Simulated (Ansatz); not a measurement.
# Te2Mo in Ansatz: further runs

Runs on Te2Mo. Level: PBE. Tasks: single point, relaxation of cell and atoms.

Everything below comes from runs of Ansatz 0.2.0. Logs are shortened: lines on timing, memory, paths and dates and some standing lists are left out, and cuts for length are marked.

## (1) The structure

The cell holds a slab with vacuum, 12 atoms: a = 3.561 Å, b = 3.561 Å, c = 38.990 Å, α = 90.00°, β = 90.00°, γ = 120.00°.

## (2) Single point, PBE

Input file input.yaml:

```yaml
crystal:
  lattice:
    - [3.5613831954, 0.0, 0.0]
    - [-1.7806915977, 3.0842483198, 0.0]
    - [0.0, 0.0, 38.99026814]
  atoms:
    - { symbol: Te, position: [0.3333333333, 0.6666666667, 0.32822317] }
    - { symbol: Te, position: [0.3333333333, 0.6666666667, 0.95181809] }
    - { symbol: Te, position: [0.6666666667, 0.3333333333, 0.14008092] }
    - { symbol: Te, position: [0.6666666667, 0.3333333333, 0.76363067] }
    - { symbol: Te, position: [0.6666666667, 0.3333333333, 0.04818191] }
    - { symbol: Te, position: [0.6666666667, 0.3333333333, 0.67177683] }
    - { symbol: Te, position: [0.3333333333, 0.6666666667, 0.23636933] }
    - { symbol: Te, position: [0.3333333333, 0.6666666667, 0.85991908] }
    - { symbol: Mo, position: [0.6666666667, 0.3333333333, 0.282338] }
    - { symbol: Mo, position: [0.6666666667, 0.3333333333, 0.90585884] }
    - { symbol: Mo, position: [0.3333333333, 0.6666666667, 0.09414116] }
    - { symbol: Mo, position: [0.3333333333, 0.6666666667, 0.717662] }
hamiltonian:
  xc: pbe
  pseudopotentials: { kind: paw }
kpoints:
  mp_grid: { grid: [7, 7, 1] }
scf:
  occupations: { method: fermi_dirac, width: 0.05 }
output:
  forces: true
  stress: true
  eigenvalues: true
  write_density: true
  write_potential: true
  elf: true
  volumetric_format: npy
```

Potentials or basis: Ansatz PAW.

Run with:

```console
$ ansatz run input.yaml --threads 4 --pin off --max-ram 11264MiB --backend cpu --events-out ev --progress --plain --runs-dir out
```

The program printed:

```text
Warning: RAYON_NUM_THREADS=4 ignored (pool sized by the plan → 4); use --threads N
Engine: ansatz 0.2.0, aarch64-unknown-linux-gnu
Pseudopotentials: kind: paw
Pseudopotential: Te, paw, valence charge 16, recommended cutoff 420 eV (normal), Te.paw.azcp
Pseudopotential: Mo, paw, valence charge 14, recommended cutoff 420 eV (normal), Mo.paw.azcp
Functional definition: PBE
  parameter kappa = 0.804
  parameter beta = 0.06672455060314922
  exchange = pbe_x(kappa = kappa, mu = beta*pi^2/3)
  correlation = pbe_c(beta = beta)
Crystal: 12 atoms, lattice volume = 428.277 Å³
Basis set: ecut = 420 eV, 8237 PW (Γ), exchange–correlation on 48×48×540 points (8 copies of the dense FFT grid, shifted against one another)
Bands: 111, of which v1, the nominal top of the filled ones, is band 92 counted from 1 (91 counted from 0)
Symmetry: 12 space group operations
Space group: P-3m1 (ITA 164), of the structure as read, at distance tolerance 7.5e-5 Å
k-points: 8 of 49
Non-local potential: Te, projectors of the file, l = 0: 2, l = 1: 2, l = 2: 2, l = 3: 2
Non-local potential: Mo, projectors of the file, l = 0: 3, l = 1: 2, l = 2: 2, l = 3: 1
PAW form: soft (Blöchl's): semilocal exchange-correlation on the pseudo side does not see the compensation charge
PAW one-centre angular grid: Te, 590 points (default); XC on 64 Gauss nodes
PAW one-centre angular grid: Mo, 590 points (default); XC on 64 Gauss nodes
Initial density: superposition of atomic densities (neutral atoms: chi_scale 0, normalization atom), corrected by the library's trained network
Initial wavefunctions: pseudopotential atomic-orbital guess
Functional: x = pbe(κ = 0.804, μ = 0.2195149727645171), c = pbe(β = 0.06672455060314922)
SCF iter   1: F=—  HF=-75666.915867 eV  |F-HF|=—  |Δ(HF+E_count)|=         —  Δρ=3.81e-3  dr2=9.81e-2  ethr=1.77e-3  ⟨swp⟩=7.4  Hψ=3432  notcnv=0  defer=5
preconditioner: auto → Resta (q_TF=auto, 2.370 Å⁻¹)  ε∞=5.6  [insulator: Δε(μ)=1.099 eV  Ē_g=7.111 eV  σ=0.050 eV  W_gap=1.00  n_scr=118 (ndim 8)  ℏωp=15.2 eV  f_vac=0.274  D(μ)=0.00/eV (n_scr^D=0)  ε∞_Penn≈5.6  vacuum switching on, ρ_ref=3.7e-3 e/Å³]
SCF iter   2: F=—  HF=-75666.923214 eV  |F-HF|=—  |Δ(HF+E_count)|=   7.35e-3  Δρ=2.18e-3  dr2=1.76e-2  ethr=5.33e-5  ⟨swp⟩=2.1  Hψ=1414  notcnv=0  defer=44
SCF iter   3: F=—  HF=-75666.927641 eV  |F-HF|=—  |Δ(HF+E_count)|=   4.43e-3  Δρ=1.28e-3  dr2=3.91e-3  ethr=9.58e-6  ⟨swp⟩=2.0  Hψ=1013  notcnv=0  defer=44
SCF iter   4: F=—  HF=-75666.930437 eV  |F-HF|=—  |Δ(HF+E_count)|=   2.80e-3  Δρ=6.87e-4  dr2=3.56e-3  ethr=2.13e-6  ⟨swp⟩=2.0  Hψ=1065  notcnv=0  defer=44
SCF iter   5: F=—  HF=-75666.930716 eV  |F-HF|=—  |Δ(HF+E_count)|=   2.78e-4  Δρ=1.36e-4  dr2=1.26e-4  ethr=1.93e-6  ⟨swp⟩=2.0  Hψ=940  notcnv=0  defer=44
SCF iter   6: F=—  HF=-75666.930770 eV  |F-HF|=—  |Δ(HF+E_count)|=   5.45e-5  Δρ=4.40e-5  dr2=1.78e-5  ethr=6.83e-8  ⟨swp⟩=2.0  Hψ=1113  notcnv=0  defer=44
SCF iter   7: F=—  HF=-75666.930887 eV  |F-HF|=—  |Δ(HF+E_count)|=   1.17e-4  Δρ=2.69e-5  dr2=1.08e-5  ethr=9.69e-9  ⟨swp⟩=2.0  Hψ=1132  notcnv=0  defer=44
SCF iter   8: F=—  HF=-75666.930886 eV  |F-HF|=—  |Δ(HF+E_count)|=   6.46e-7  Δρ=9.67e-6  dr2=9.51e-7  ethr=5.87e-9  ⟨swp⟩=2.0  Hψ=1021  notcnv=0  defer=44
SCF iter   9: F=—  HF=-75666.930887 eV  |F-HF|=—  |Δ(HF+E_count)|=   4.02e-7  Δρ=5.51e-6  dr2=5.89e-7  ethr=5.17e-10  ⟨swp⟩=2.1  Hψ=1085  notcnv=0  defer=44
SCF iter  10: F=-75666.930887 eV  HF=-75666.930887 eV  |F-HF|=7.12e-9  |Δ(HF+E_count)|=   2.85e-9  Δρ=2.29e-6  dr2=4.31e-8  ethr=5.43e-11  ⟨swp⟩=17.6  Hψ=6861  notcnv=0
SCF 1 converged in 10 iterations: F = -75666.930887 eV  dr2 = 4.31e-8
WARN: The output density's exchange-correlation potential varies sharply where the density is thin. Do not read a vacuum level from v_tot or v_xc, or from such a field of the output density. On a cell that repeats whose density bears no net charge and no dipole along the vacuum's axis use v_es (v_loc + v_h of the components); under efield.dipole_correction with no amplitude use v_es + v_field, which holds any external_charges[].barrier, or the levels of the report's work_function block, which leave it out; under a non-zero efield.amplitude the vacuum is tilted and has no level; on a cell that repeats and bears such a dipole with no correction it is tilted too, and efield.dipole_correction with no amplitude gives each side of its ramp a level where efield: is served; in a cell that repeats whose density bears a net charge (total_charge, or a fill off its count) it is curved and has none; of a slab under crystal.periodic whose density bears no net charge use v_es, which has a level on each side, short of where the two are joined; of another it falls or rises all the way out and has none; of a slab beside external_charges read slab_vacuum_level instead, which it has where they leave it neutral. The grid or the basis barely resolves most such structure, and the values can differ between equally converged runs; as a rule a tighter scf.convergence.dr2_threshold does not remove it. Where the density itself ripples (under the LDA too) a higher basis.ecutwfc lessens it. The files hold the spikes' plane waves up to the density's cutoff. Files: v_tot_of_output_density and the like, and their columns of v_z.tsv (output.write_potential); v_xc_of_output_density and the like, and their columns of v_comp_z.tsv (output.write_potential_components). Measured: with its Gaussian average of σ = 0.25 Å subtracted twice, the exchange-correlation potential is over 0.1 eV at 914 of the grid points where the equally averaged density (valence and model cores) is under 1e-3 e/Å³, and 1.84 eV at the most among them, at an averaged density of 9.3e-8 e/Å³. See output.write_potential in the manual, Limitations
SCF converged after 10 iterations
Free energy (F): -75666.930887 eV
Harris-Foulkes:  -75666.930887 eV  (|F-HF|=7.12e-9)
Internal energy: -75666.930881 eV  (E = F + TS)
E sigma→0 (E₀):  -75666.930884 eV
Entropy (-TS):   -0.000005 eV (-0.000 meV/atom)
Fermi energy:    7.666964 eV
--- Per-component energies (eV) ---
  E_band       = -3233.481675
  E_kinetic    = 3213.273868
  E_local      = -137485.215338  (includes V_loc(G=0)·N_el)
  E_nonlocal   = -1905.449979
  E_hartree    = 69157.581411
  E_xc         = -1729.040394
  E_vxc        = -1750.378477  (∫ρ·V_xc dr)
  E_paw        = -50107.800329  (= ΣΔE_a)
  E_vpaw       = -3620.825162  (= ΣTr[D̂ρ^β])
  E_aug_tail   = -0.001316  (compensation charges beyond the density's cutoff)
  E_ewald      = 43189.721196
  E_smearing   = -0.000005  (= −TS)
  E_closure    = -0.000000  (closes the sum)
  Σ components = -75666.930887   (vs F -75666.930887, Δ=0.00e0)
--- Forces (eV/Å), atoms counted from 1 ---
  atom   1  Te     0.00000000     0.00000000     0.21636706
  atom   2  Te     0.00000000     0.00000000     0.17918764
  atom   3  Te     0.00000000    -0.00000000     0.18748678
  atom   4  Te     0.00000000    -0.00000000     0.18029820
  atom   5  Te    -0.00000000    -0.00000000    -0.17918764
  atom   6  Te    -0.00000000    -0.00000000    -0.21636706
  atom   7  Te    -0.00000000     0.00000000    -0.18029820
  atom   8  Te    -0.00000000     0.00000000    -0.18748678
  atom   9  Mo    -0.00000000    -0.00000000    -0.01156624
  atom  10  Mo     0.00000000    -0.00000000     0.00802731
  atom  11  Mo     0.00000000     0.00000000    -0.00802731
  atom  12  Mo    -0.00000000     0.00000000     0.01156624
  max |Σ_I F_I| component: 5.55e-17 eV/Å
--- Stress (GPa, compression-positive) ---
        0.296753       0.000000       0.000000
        0.000000       0.296753       0.000000
        0.000000       0.000000       1.225235
  P = ⅓ Tr σ = 0.6062 GPa (6.062 kbar)
--- Band table (eV; the first three rows and the last of 8) ---
  k-point 0: bands = ["-53.5474", "-53.5474", "-53.5440", "-53.5440", "-29.3768", "-29.3768", "-29.3768", "-29.3768", "-29.3701", "-29.3701", "-29.3701", "-29.3701", "-29.3653", "-29.3653", "-29.3653", "-29.3653", "-29.3568", "-29.3568", "-29.3568", "-29.3568", "-29.3103", "-29.3103", "-29.3101", "-29.3101", "-29.3029", "-29.3029", "-29.3029", "-29.3029", "-29.2992", "-29.2992", "-29.2990", "-29.2990", "-29.2879", "-29.2879", "-29.2879", "-29.2879", "-29.2869", "-29.2865", "-29.2795", "-29.2795", "-29.2773", "-29.2770", "-29.2643", "-29.2643", "-27.6870", "-27.6870", "-27.6837", "-27.6837", "-27.5716", "-27.5716", "-27.5716", "-27.5716", "-27.5680", "-27.5680", "-27.5680", "-27.5680", "-5.4858", "-5.4459", "-5.3957", "-5.3564", "-4.5539", "-4.4812", "-4.4016", "-4.3453", "1.8392", "2.0300", "2.2876", "2.5137", "4.7761", "5.1841", "5.4295", "5.4295", "5.4322", "5.4322", "5.4349", "5.4349", "5.4360", "5.4360", "5.7007", "6.2128", "6.2128", "6.2182", "6.2182", "6.2239", "6.2239", "6.2239", "6.2269", "6.2269", "6.5370", "6.9032", "7.0829", "7.1698", "10.1339", "10.1339", "10.1515", "10.1515", "10.1741", "10.1741", "10.1897", "10.1897", "10.4027", "10.4027", "10.4416", "10.4416", "10.4799", "10.4799", "10.5043", "10.5043", "11.3943", "11.6057", "12.6386"]
  k-point 1: bands = ["-53.5460", "-53.5460", "-53.5426", "-53.5426", "-29.3748", "-29.3747", "-29.3729", "-29.3728", "-29.3686", "-29.3686", "-29.3683", "-29.3683", "-29.3661", "-29.3661", "-29.3619", "-29.3619", "-29.3593", "-29.3593", "-29.3534", "-29.3534", "-29.3118", "-29.3116", "-29.3109", "-29.3108", "-29.3043", "-29.3043", "-29.3043", "-29.3043", "-29.3039", "-29.3038", "-29.2996", "-29.2994", "-29.2920", "-29.2920", "-29.2884", "-29.2884", "-29.2854", "-29.2851", "-29.2779", "-29.2779", "-29.2753", "-29.2751", "-29.2625", "-29.2625", "-27.6750", "-27.6750", "-27.6717", "-27.6717", "-27.5953", "-27.5953", "-27.5918", "-27.5918", "-27.5759", "-27.5758", "-27.5723", "-27.5723", "-5.2160", "-5.1769", "-5.1276", "-5.0888", "-4.3632", "-4.2942", "-4.2194", "-4.1668", "2.1327", "2.3173", "2.5695", "2.7944", "4.5381", "4.8049", "4.8388", "4.8516", "4.8585", "4.8810", "5.1303", "5.3005", "5.6453", "5.6503", "5.6558", "5.6591", "5.8744", "5.8825", "5.8910", "5.8961", "6.1632", "6.2179", "6.3292", "6.5572", "6.5765", "6.9314", "6.9419", "6.9449", "9.2841", "9.3252", "9.3673", "9.3965", "9.4005", "9.5007", "9.5054", "9.5108", "9.8551", "9.8968", "9.9503", "9.9935", "10.3231", "10.3700", "10.4150", "10.4433", "11.7515", "11.9759", "13.1887"]
  k-point 2: bands = ["-53.5427", "-53.5427", "-53.5393", "-53.5393", "-29.3764", "-29.3764", "-29.3702", "-29.3702", "-29.3700", "-29.3699", "-29.3639", "-29.3639", "-29.3609", "-29.3609", "-29.3572", "-29.3572", "-29.3542", "-29.3542", "-29.3456", "-29.3456", "-29.3153", "-29.3150", "-29.3132", "-29.3130", "-29.3120", "-29.3120", "-29.3083", "-29.3083", "-29.3075", "-29.3075", "-29.3003", "-29.3001", "-29.2984", "-29.2984", "-29.2894", "-29.2894", "-29.2823", "-29.2822", "-29.2747", "-29.2747", "-29.2710", "-29.2708", "-29.2584", "-29.2584", "-27.6485", "-27.6485", "-27.6483", "-27.6483", "-27.6452", "-27.6452", "-27.6447", "-27.6447", "-27.5855", "-27.5855", "-27.5819", "-27.5819", "-4.4928", "-4.4577", "-4.4132", "-4.3781", "-3.8562", "-3.7997", "-3.7403", "-3.6997", "2.7161", "2.8441", "3.0097", "3.1389", "3.5641", "3.5897", "3.6457", "3.7818", "3.8406", "3.9837", "4.0402", "4.0456", "5.2619", "5.2733", "5.2862", "5.2949", "5.6428", "5.7739", "5.9541", "6.1263", "6.1752", "6.1895", "6.2052", "6.2159", "6.2371", "6.2947", "6.3169", "6.3235", "8.4535", "8.5640", "8.7125", "8.8607", "9.0095", "9.0482", "9.0949", "9.1300", "9.3340", "9.5157", "9.7601", "9.9823", "10.5645", "10.6395", "10.7237", "10.7841", "12.5781", "12.7289", "13.1148"]
  k-point 7: bands = ["-53.5390", "-53.5390", "-53.5356", "-53.5356", "-29.3802", "-29.3802", "-29.3730", "-29.3730", "-29.3608", "-29.3607", "-29.3561", "-29.3561", "-29.3540", "-29.3540", "-29.3538", "-29.3538", "-29.3485", "-29.3485", "-29.3446", "-29.3446", "-29.3274", "-29.3271", "-29.3192", "-29.3192", "-29.3170", "-29.3170", "-29.3096", "-29.3096", "-29.3052", "-29.3052", "-29.3037", "-29.3034", "-29.2947", "-29.2947", "-29.2930", "-29.2930", "-29.2806", "-29.2806", "-29.2727", "-29.2727", "-29.2665", "-29.2664", "-29.2543", "-29.2543", "-27.6780", "-27.6780", "-27.6746", "-27.6746", "-27.6262", "-27.6262", "-27.6226", "-27.6226", "-27.6187", "-27.6187", "-27.6152", "-27.6152", "-3.3539", "-3.3390", "-3.3220", "-3.3118", "-3.0664", "-3.0474", "-3.0294", "-3.0200", "2.5409", "2.5628", "2.5851", "2.5935", "2.7314", "2.7620", "2.7951", "2.8188", "3.8356", "3.8387", "3.8488", "3.8540", "4.0139", "4.0279", "4.0661", "4.2233", "4.2577", "4.3728", "4.4215", "4.4416", "5.5081", "5.5203", "5.5627", "5.6083", "6.9194", "6.9511", "6.9890", "7.0174", "8.3031", "8.3356", "8.3684", "8.3894", "8.8720", "9.0077", "9.1328", "9.2542", "9.2666", "9.3983", "9.4105", "9.4448", "10.7263", "10.8647", "11.0521", "11.2344", "12.0914", "12.1335", "12.2406"]
```

Wall time 10 s (4 threads of Arm Neoverse V1, shared host); peak memory 1.4 GiB.

What came out:

- Free energy: -75666.9309 eV
- Largest force: 0.216 eV/Å
- Band gap on the k mesh: 1.11 eV, indirect (least direct gap 1.29 eV)

Forces in eV/Å, atoms in the order of the input:
```
Te   0.000  0.000  0.216
Te   0.000  0.000  0.179
Te   0.000  0.000  0.187
Te   0.000  0.000  0.180
Te   0.000  0.000 -0.179
Te   0.000  0.000 -0.216
Te   0.000  0.000 -0.180
Te   0.000  0.000 -0.187
Mo   0.000  0.000 -0.012
Mo   0.000  0.000  0.008
Mo   0.000  0.000 -0.008
Mo   0.000  0.000  0.012
```

Caveat: odd divisions of the mesh miss points on the zone boundary, where band edges often lie, so the gap on the mesh can be too wide; spin-orbit coupling is left out, which moves the levels of the heavy elements.

## (3) Relaxation of cell and atoms, PBE

input.yaml: that of step 2 with these lines changed.

```diff
@@ -33 +33,5 @@
   volumetric_format: npy
+relax:
+  f_tol: 0.01
+  max_steps: 40
+  cell: { stress_tol: 0.05 }
```

Potentials or basis: Ansatz PAW.

Run with:

```console
$ ansatz run input.yaml --threads 4 --pin off --max-ram 11264MiB --backend cpu --events-out ev --progress --plain --runs-dir out
```

It took 71 s on 4 threads of Arm Neoverse V1, shared host; peak memory 1.4 GiB.

Results (log left out):

| Property | Result |
| --- | --- |
| Free energy | -75666.9526 eV |
| Relaxed volume | 36.51 Å³/atom |
| Relaxed cell | a = 3.556 Å, b = 3.556 Å, c = 40.004 Å, α = 90.00°, β = 90.00°, γ = 120.00° |
| Space group after relaxing (to 0.05 Å) | P-3m1 (No. 164) |
| Energy gained by relaxing | 1.8 meV/atom |
| Ionic steps | 6 |
| Band gap on the k mesh | 1.28 eV, indirect (least direct gap 1.32 eV) |

The path:
| step | energy change (eV) | largest force (eV/Å) | volume (Å³) |
| --- | --- | --- | --- |
| 1 | 0.0000 | 0.2163 | 428.28 |
| 2 | -0.0171 | 0.0237 | 431.79 |
| 3 | -0.0193 | 0.0184 | 433.74 |
| 4 | -0.0203 | 0.0010 | 437.10 |
| 5 | -0.0203 | 0.0010 | 438.18 |
| 6 | -0.0217 | 0.0010 | 438.18 |

Final structure:
```
Te Mo
1.0
     3.55638    0.00000    0.00000
    -1.77819    3.07992    0.00000
     0.00000    0.00000   40.00379
Te Mo
8 4
Cartesian
  0.0000 2.0533 13.2916
  0.0000 2.0533 37.9864
  1.7782 1.0266 5.6337
  1.7782 1.0266 30.3276
  1.7782 1.0266 2.0174
  1.7782 1.0266 26.7122
  0.0000 2.0533 9.6762
  0.0000 2.0533 34.3701
  1.7782 1.0266 11.4845
  1.7782 1.0266 36.1782
  0.0000 2.0533 3.8256
  0.0000 2.0533 28.5193
```

Levels at points of the mesh, in eV from the valence-band top:
```csv
k point,band 89,band 90,band 91,band 92,band 93,band 94,band 95,band 96
"(0.00, 0.00, 0.00)",-0.52,-0.28,-0.10,-0.01,3.13,3.13,3.14,3.14
```

Caveat: odd divisions of the mesh miss points on the zone boundary, where band edges often lie, so the gap on the mesh can be too wide; the plane-wave basis is chosen anew once the cell has moved, so the energies of steps on either side of that aren't comparable; spin-orbit coupling is left out, which moves the levels of the heavy elements. As with any semilocal functional, this PBE gap is likely too small.
